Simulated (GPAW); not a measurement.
# Quasiparticle gap of SiC (Moissanite) in GPAW, part 2 of 2

How does a plane-wave GW calculation on SiC (Moissanite) run from the first input to the gap?

GPAW 26.7.0; PBE and many-body steps on it, plane waves. Known limits of the many-body steps: not at the basis limit.

So far. Step 3 (Bands along the symmetry lines): The gap is 2.315 eV, as in the run before at this level. Step 4 (Empty states on the mesh, 6×6×4 mesh, 182 bands): On this mesh the gap is 2.315 eV.

## Step 5: Screening and self-energy, 6×6×4 mesh, 172 bands, screening to 150 eV

Now the one-shot GW correction: screening in the RPA, then the self-energy of the levels asked for.

This step: G0W0 on PBE, plane waves, PAW.

Input file run.py:

```python
import json
import numpy as np
from gpaw.mpi import world
from gpaw.response.g0w0 import G0W0

gw = G0W0('full.gpw',
    filename='gw',
    kpts=[0, 14, 21],
    bands=(6, 10),
    ecut=150,
    nbands=172,
    integrate_gamma='WS',
    ppa=True)
gw.calculate()
res = {mode: {k: v for k, v in r.items() if k != 'sigma_eskwn'}
       for mode, r in gw.all_results.items()}

if world.rank == 0:
    with open('result.json', 'w') as f:
        json.dump(res, f, default=lambda x: x.tolist())
```

Launch:

```
mpirun -n 4 gpaw python run.py
```

Numbers of over 12 decimals in the logs are rounded to 6 here.

What it wrote:

```text
Using integrator: PointIntegrator
FrequencyGridDescriptor(from 0.000+0.000j to 0.000+27.211j eV, 2 points)
Nonperiodic BCs:  [False False False]
Using integrator: PointIntegrator
FrequencyGridDescriptor(from 0.000+0.000j to 0.000+27.211j eV, 2 points)
Nonperiodic BCs:  [False False False]
  ___  _ _ _
 |   || | | |
 | | || | | |
 |__ ||_____|
 |___|

BZ k-points: Symmetries present (total): 6

  [... matrices ...]
144 k-points: 6 x 6 x 4 Monkhorst-Pack grid + [1/12,1/12,1/8]
24 k-points in the irreducible part of the Brillouin zone
       k-points in crystal coordinates                weights
   0:     0.00000000    0.00000000    0.00000000          1/144
   1:     0.00000000    0.00000000    0.25000000          2/144
   2:     0.00000000    0.00000000    0.50000000          1/144
   3:     0.16666667    0.00000000   -0.25000000          6/144
   4:     0.16666667    0.00000000    0.00000000          6/144
   5:     0.16666667    0.00000000    0.25000000          6/144
   6:     0.16666667    0.00000000    0.50000000          6/144
   7:     0.33333333   -0.16666667    0.00000000          6/144
   8:     0.33333333   -0.16666667    0.25000000         12/144
   9:     0.33333333   -0.16666667    0.50000000          6/144
          ...
  23:     0.50000000    0.50000000    0.50000000          3/144

Distributing spins, k-points and bands (1 x 3 x 4) over 4 processes
Number of blocks: 1

Quasi particle states:
k-points (IBZ indices): [0, 14, 21]
Band range: (6, 10)
  [... matrices ...]
Computational parameters:
Plane wave cut-off: 150 eV
Number of bands: 172
Coulomb cutoff: None
Broadening: 0.1 eV

fxc modes: GW
Kernel: RPA
Using Godby-Needs plasmon-pole approximation:
  Fitting energy: i*E0, E0 = 1.000 Hartree
Summing all q:

Calculating screened Coulomb potential
No Coulomb truncation
FrequencyGridDescriptor(from 0.000+0.000j to 0.000+27.211j eV, 2 points)
Removing empty qpoint cache files...

Calculating chi0 body with:
    Ground state adapter containing:
    Number of spins: 1
    Number of kpoints: 144
    Number of irreducible kpoints: 24
    Number of completely occupied states: 8
    Number of partially occupied states: 8
    Occupied states memory: 1.1865234375 M / cpu

    Linear response parametrization:
    q_c: [1.3877787807814457e-17, 1.3877787807814457e-17, 0.0]
    Number of frequency points: 2
    Planewave cutoff: 150.0
    Number of bands: 172
    Number of planewaves: 161
    Broadening (eta): 1e-06
    comm.size: 4
    kncomm.size: 4
    blockcomm.size: 1

    Memory estimate of potentially large arrays:
        chi0_wGG: 0.791046 M / cpu
Integrating chi0 body.

Symmetries of q_c:
    Direct symmetries (Uq -> q): 6
    Indirect symmetries (TUq -> q): 6
In total 12 allowed symmetries.

  [... matrices ...]
24 groups of equivalent kpoints. 83.333333% reduction.

Integral kind: response function
Integrating chi0 head and wings.

Symmetries of q_c:
    Direct symmetries (Uq -> q): 6
    Indirect symmetries (TUq -> q): 6
In total 12 allowed symmetries.

  [... matrices ...]
24 groups of equivalent kpoints. 83.333333% reduction.

Integral kind: response function wings

Calculating chi0 body with:
    Ground state adapter containing:
    Number of spins: 1
    Number of kpoints: 144
    Number of irreducible kpoints: 24
    Number of completely occupied states: 8
    Number of partially occupied states: 8
[... the further q-points ...]

Results:
f:      Occupation numbers
eps:     KS-eigenvalues [eV]
vxc:     KS vxc [eV]
exx:     Exact exchange [eV]
sigma:   Self-energies [eV]
dsigma:  Self-energy derivatives
Z:       Renormalization factors
qp:      QP-energies [eV]

k-point 0 (0): (0.000, 0.000, 0.000)                GW
band       f     eps     vxc     exx   sigma  dsigma       Z      qp
                                                                   GW
   6   1.000   8.277 -15.877 -18.448   1.920  -0.256   0.796   7.758
   7   1.000   8.553 -15.646 -17.980   1.709  -0.253   0.798   8.055
   8   0.000  13.177 -14.569  -9.279  -4.622  -0.234   0.811  13.719
   9   0.000  14.598 -15.027  -9.345  -4.998  -0.250   0.800  15.146

k-point 1 (14): (0.333, 0.333, 0.000)                GW
band       f     eps     vxc     exx   sigma  dsigma       Z      qp
                                                                   GW
   6   1.000   4.509 -14.087 -17.902   2.757  -0.272   0.786   3.677
   7   1.000   4.509 -14.087 -17.902   2.757  -0.272   0.786   3.677
   8   0.000  10.868 -10.466  -6.119  -4.070  -0.208   0.828  11.097
   9   0.000  16.524 -12.859  -6.747  -5.359  -0.255   0.797  17.125

k-point 2 (21): (0.500, 0.500, 0.000)                GW
band       f     eps     vxc     exx   sigma  dsigma       Z      qp
                                                                   GW
   6   1.000   5.288 -13.729 -16.992   2.298  -0.261   0.793   4.523
   7   1.000   7.063 -15.705 -18.750   2.239  -0.260   0.794   6.424
   8   0.000  11.133 -11.987  -7.391  -4.186  -0.213   0.824  11.471
   9   0.000  12.740 -12.507  -7.626  -4.347  -0.230   0.813  13.174
```

Wall time 3.4 min (4 MPI ranks of Intel Xeon Platinum 8375C at 2.90GHz (Ice Lake), shared host); peak memory 1.3 GiB; 13 min of CPU time.

Numbers from this step:

| Item | Value |
| --- | --- |
| G0W0 gap on the points computed | 3.043 eV |
| least direct G0W0 gap on the computed points | 5.047 eV |
| Z at the valence top | 0.7978 |
| Z at the conduction bottom | 0.8281 |
| starting gap on the mesh | 2.315 eV |
| k of the valence top | 0, 0, 0 |
| k of the conduction bottom | 0.3333, 0.3333, 0 |

The gap on the mesh goes from 2.31 eV to 3.04 eV, a correction of +0.73 eV.

Limits: finite bands, cutoff and mesh. v1 is the top filled band, c1 the lowest empty one. Levels before and after the correction, in eV, zero at the valence-band top of each column:

```
           conduction bottom  valence top
Kohn-Sham               2.31         0.00
     G0W0               3.04         0.00
```

```
                           level  energy (eV)
Kohn-Sham                   Γ v2       -0.276
Kohn-Sham                   Γ v1        0.000
Kohn-Sham                   Γ c1        4.624
Kohn-Sham                   Γ c2        6.045
Kohn-Sham  (0.333 0.333 0) v2-v1       -4.044
Kohn-Sham     (0.333 0.333 0) c1        2.315
Kohn-Sham     (0.333 0.333 0) c2        7.971
     G0W0                   Γ v2       -0.296
     G0W0                   Γ v1        0.000
     G0W0                   Γ c1        5.664
     G0W0                   Γ c2        7.091
     G0W0  (0.333 0.333 0) v2-v1       -4.377
     G0W0     (0.333 0.333 0) c1        3.043
     G0W0     (0.333 0.333 0) c2        9.070
```

## Step 6: Where the time went

Times are wall times on 4 MPI ranks of Intel Xeon Platinum 8375C at 2.90GHz (Ice Lake), shared host, good to a factor of about two.

```
                          step     time  share  memory (GiB)
                  ground state    8.2 s    3 %           0.7
bands along the symmetry lines    7.7 s    3 %          0.75
      empty states on the mesh     16 s    7 %           1.5
     screening and self-energy  3.4 min   87 %           1.3
```

## Step 7: Outcome

| Property | Result |
| --- | --- |
| PBE gap | 2.31 eV, indirect |
| G0W0 gap on the mesh | 3.04 eV |
| GW settings | 6×6×4 mesh, 172 bands, screening to 150 eV, Godby-Needs plasmon pole |
| known limits | not at the basis limit |

What this shows: G0W0 moves the gap on the mesh from 2.31 eV to 3.04 eV (+0.73 eV), with Z of 0.80 and 0.83 at the edges. Only 3 of the mesh's irreducible points were corrected, so a valley elsewhere could overtake. The dearest step here is «screening and self-energy». Against experiment, by G0W0@PBE: the gap of 3.04 eV lies −0.29 eV from the measured 3.33 eV (kind not stated, quoted 2020). The calculation has static nuclei and no excitons; a measured gap holds zero-point and thermal motion, which mostly lowers it. Bands and cutoff are finite, so the gap is not at the basis limit. The miss can reach some tenths of an eV and take either sign; the mesh is an error of its own. These stock PAW sets were not made for GW. In the G0W0 run levels were corrected at 3 k points alone, so a gap called «on the mesh» is the least over those, and an edge elsewhere would be missed.

[Paths, hosts, dates, memory and timing lines, banners, echoed tables and standing remarks are left out of the program output.]

[Logs are printed without paths, hosts, clocks, repeated set-up lines and the standing remarks that a program may print on its own settings, such as how far it seeks lower states.]

[Runs of the session that timed out or met a known fault of the program may be left out.]

[Hosts, paths, dates, database ids (printed as entryN), source tags and the programs' standing remarks are cut or masked in the printed files.]
